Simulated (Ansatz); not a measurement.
What does Ansatz print for the nuclei with this input?

The cell is a Materials Project structure (computed, not necessarily an observed phase), taken as it stands.

```yaml
crystal:
  lattice:
    - [3.8065015523, 0.0, 0.0]
    - [-1.9032507762, 3.2965270439, 0.0]
    - [0.0, 0.0, 56.08026041]
  atoms:
    - { symbol: Zn, position: [0.0, 0.0, 0.16671102] }
    - { symbol: Zn, position: [0.0, 0.0, 0.55555605] }
    - { symbol: Zn, position: [0.3333333333, 0.6666666667, 0.72224112] }
    - { symbol: Zn, position: [0.6666666667, 0.3333333333, 0.27780798] }
    - { symbol: Zn, position: [0.0, 0.0, 0.66672725] }
    - { symbol: Zn, position: [0.3333333333, 0.6666666667, 0.05560316] }
    - { symbol: Zn, position: [0.6666666667, 0.3333333333, 0.61113716] }
    - { symbol: Zn, position: [0.6666666667, 0.3333333333, 0.11115646] }
    - { symbol: Zn, position: [0.6666666667, 0.3333333333, 0.44447741] }
    - { symbol: Zn, position: [0.3333333333, 0.6666666667, 0.22226349] }
    - { symbol: Zn, position: [0.6666666667, 0.3333333333, 0.77779978] }
    - { symbol: Zn, position: [0.6666666667, 0.3333333333, 0.94448131] }
    - { symbol: Zn, position: [0.3333333333, 0.6666666667, 0.38890759] }
    - { symbol: Zn, position: [0.0, 0.0, 0.33336357] }
    - { symbol: Zn, position: [0.3333333333, 0.6666666667, 0.8333956] }
    - { symbol: Zn, position: [0.0, 0.0, 6.668e-05] }
    - { symbol: Zn, position: [0.3333333333, 0.6666666667, 0.50006226] }
    - { symbol: Zn, position: [0.0, 0.0, 0.88890743] }
    - { symbol: S, position: [0.6666666667, 0.3333333333, 0.98611789] }
    - { symbol: S, position: [0.3333333333, 0.6666666667, 0.54162208] }
    - { symbol: S, position: [0.3333333333, 0.6666666667, 0.43047892] }
    - { symbol: S, position: [0.0, 0.0, 0.04165013] }
    - { symbol: S, position: [0.6666666667, 0.3333333333, 0.48611877] }
    - { symbol: S, position: [0.6666666667, 0.3333333333, 0.65277989] }
    - { symbol: S, position: [0.6666666667, 0.3333333333, 0.15275473] }
    - { symbol: S, position: [0.3333333333, 0.6666666667, 0.76380356] }
    - { symbol: S, position: [0.0, 0.0, 0.70830527] }
    - { symbol: S, position: [0.6666666667, 0.3333333333, 0.81943821] }
    - { symbol: S, position: [0.0, 0.0, 0.37496664] }
    - { symbol: S, position: [0.0, 0.0, 0.93047043] }
    - { symbol: S, position: [0.0, 0.0, 0.59712036] }
    - { symbol: S, position: [0.3333333333, 0.6666666667, 0.26386087] }
    - { symbol: S, position: [0.3333333333, 0.6666666667, 0.87496073] }
    - { symbol: S, position: [0.3333333333, 0.6666666667, 0.09720227] }
    - { symbol: S, position: [0.6666666667, 0.3333333333, 0.31940797] }
    - { symbol: S, position: [0.0, 0.0, 0.20831295] }
kpoints:
  mp_grid: { grid: [8, 8, 1] }
scf:
  occupations: { method: fermi_dirac, width: 0.02 }
hamiltonian:
  xc: r2scan
  pseudopotentials: { kind: paw }
output:
  forces: true
  stress: true
  populations: true
  efg:
    quadrupole_moments_barn: { Zn: 0.122, S: -0.0694 }
    contact_densities: true
  write_density: true
  write_potential: true
  elf: true
  volumetric_format: npy
```

```sh
ansatz run input.yaml --threads 1 --pin off --max-ram 3072MiB --backend cpu --events-out ev --progress --plain --runs-dir out
```

Of the output, the block on the nuclei alone is shown; the set-up, the SCF iterations, energies, forces and stress are cut. One atom of each set with nearly equal values is shown.

```
--- PAW observables at the nuclei: V_zz in 10²¹ V/m², potentials from the cell's mean, atoms counted from 1 ---
  atom   1  Zn V_zz =    -0.007801   η = 0.0000   by run symmetry: allowed   C_q = -0.0230 MHz
            electrostatic potential = -3942.421380 V   contact ρ = 166448.195149 e/Å³
  atom   2  Zn V_zz =    -0.011590   η = 0.0000   by run symmetry: allowed   C_q = -0.0342 MHz
            electrostatic potential = -3942.419049 V   contact ρ = 166448.201425 e/Å³
  atom   3  Zn V_zz =    -0.015600   η = 0.0000   by run symmetry: allowed   C_q = -0.0460 MHz
            electrostatic potential = -3942.421836 V   contact ρ = 166448.202699 e/Å³
  atom   5  Zn V_zz =    +0.024133   η = 0.0000   by run symmetry: allowed   C_q = +0.0712 MHz
            electrostatic potential = -3942.431404 V   contact ρ = 166448.059066 e/Å³
  atom   7  Zn V_zz =    -0.108423   η = 0.0000   by run symmetry: allowed   C_q = -0.3198 MHz
            electrostatic potential = -3942.417489 V   contact ρ = 166448.101133 e/Å³
  atom   9  Zn V_zz =    -0.103825   η = 0.0000   by run symmetry: allowed   C_q = -0.3063 MHz
            electrostatic potential = -3942.415168 V   contact ρ = 166448.110370 e/Å³
  atom  12  Zn V_zz =    -0.111192   η = 0.0000   by run symmetry: allowed   C_q = -0.3280 MHz
            electrostatic potential = -3942.419050 V   contact ρ = 166448.106794 e/Å³
  atom  15  Zn V_zz =    +0.011482   η = 0.0000   by run symmetry: allowed   C_q = +0.0339 MHz
            electrostatic potential = -3942.434913 V   contact ρ = 166448.060701 e/Å³
  atom  16  Zn V_zz =    +0.029250   η = 0.0000   by run symmetry: allowed   C_q = +0.0863 MHz
            electrostatic potential = -3942.432921 V   contact ρ = 166448.055840 e/Å³
  atom  19  S  V_zz =    +0.259867   η = 0.0000   by run symmetry: allowed   C_q = -0.4361 MHz
            electrostatic potential = -1632.686099 V   contact ρ = 19734.930345 e/Å³
  atom  20  S  V_zz =    +0.078800   η = 0.0000   by run symmetry: allowed   C_q = -0.1322 MHz
            electrostatic potential = -1632.666842 V   contact ρ = 19734.930610 e/Å³
  atom  21  S  V_zz =    +0.134224   η = 0.0000   by run symmetry: allowed   C_q = -0.2252 MHz
            electrostatic potential = -1632.663837 V   contact ρ = 19734.920756 e/Å³
  atom  22  S  V_zz =    +0.098850   η = 0.0000   by run symmetry: allowed   C_q = -0.1659 MHz
            electrostatic potential = -1632.671583 V   contact ρ = 19734.939434 e/Å³
  atom  23  S  V_zz =    +0.255510   η = 0.0000   by run symmetry: allowed   C_q = -0.4288 MHz
            electrostatic potential = -1632.684297 V   contact ρ = 19734.929141 e/Å³
  atom  25  S  V_zz =    +0.095139   η = 0.0000   by run symmetry: allowed   C_q = -0.1597 MHz
            electrostatic potential = -1632.668989 V   contact ρ = 19734.945670 e/Å³
  atom  26  S  V_zz =    +0.129723   η = 0.0000   by run symmetry: allowed   C_q = -0.2177 MHz
            electrostatic potential = -1632.668766 V   contact ρ = 19734.918358 e/Å³
  atom  27  S  V_zz =    +0.087813   η = 0.0000   by run symmetry: allowed   C_q = -0.1474 MHz
            electrostatic potential = -1632.669381 V   contact ρ = 19734.933666 e/Å³
  atom  30  S  V_zz =    +0.138248   η = 0.0000   by run symmetry: allowed   C_q = -0.2320 MHz
            electrostatic potential = -1632.668287 V   contact ρ = 19734.921092 e/Å³
  atom  36  S  V_zz =    +0.092558   η = 0.0000   by run symmetry: allowed   C_q = -0.1553 MHz
            electrostatic potential = -1632.667378 V   contact ρ = 19734.945103 e/Å³
```

The run took 5.3 min of wall time (5.3 min of CPU time) and 2.5 GiB at its peak, on 1 thread of Intel Xeon Platinum 8488C (Sapphire Rapids) (x86_64; 16 cores open to the job, memory cap 3.0 GiB, no GPU), a shared host with a load of 0.2 a core.

With these PAW files V_zz is typically within 2 to 3 % of all-electron values, but misses above 10 % occur on Zn.
